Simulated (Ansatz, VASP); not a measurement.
This is a calculation of Ge for VASP 6.6.1.

INCAR

```
ALGO = Normal
EDIFF = 1E-7
ENCUT = 520
ISIF = 2
ISMEAR = -1
LASPH = True
LCHARG = True
LELF = True
LREAL = False
LVHAR = True
LWAVE = False
NBANDS = 13
NELM = 60
PREC = Accurate
SIGMA = 0.05
```

KPOINTS

```
k-points
0
Gamma
  11 11 10
```

File POSCAR:

```
Ge
1.0
    1.3971490000     -2.6005160000      0.0000000000
    1.3971490000      2.6005160000      0.0000000000
    0.0000000000      0.0000000000      2.6982310000
Ge
1
Direct
    0.5000000000      0.5000000000      0.0000000000
```

Potentials or basis: VASP PAW LDA potentials, release 64 (Ge_d).

Command:

```bash
$ cat potpaw_LDA.64/Ge_d/POTCAR > POTCAR
$ mpirun -np 1 vasp_std > vasp.out
```

**Question.** Set up the same calculation for Ansatz 0.2.0. Potentials there: all-electron LAPW, scalar-relativistic.

**Answer.** As run (the cutoff follows the program's own potentials):

File input.yaml:

```yaml
crystal:
  lattice:
    - [1.397149, -2.600516, 0.0]
    - [1.397149, 2.600516, 0.0]
    - [0.0, 0.0, 2.698231]
  atoms:
    - { symbol: Ge, position: [0.5, 0.5, 0.0] }
kpoints:
  mp_grid: { grid: [11, 11, 10] }
scf:
  occupations: { method: fermi_dirac, width: 0.05 }
hamiltonian:
  xc: lda
  pseudopotentials: { kind: all_electron, lapw: { basis_error: 0.001 } }
output:
  forces: true
  stress: true
  eigenvalues: true
```

Potentials or basis: all-electron LAPW, scalar-relativistic.

Run with:

```console
$ ansatz run input.yaml --threads 1 --pin off --max-ram 3072MiB --backend cpu --events-out ev --progress --plain --runs-dir out
```

Both were run:

|  | VASP | Ansatz | Ansatz less VASP |
| --- | --- | --- | --- |
| gap on the k mesh at the Fermi level (eV) | none | none | - |
| pressure (GPa) | -5.6 | -5.6 | -0.01 |
| largest component of the traceless stress (GPa) | 1.63 | 1.63 | 0.000 |

A gap of «none» marks a metal or a gap that the smearing closes. Ansatz ran all-electron here, so the differences hold the error of VASP's frozen core and of both bases.
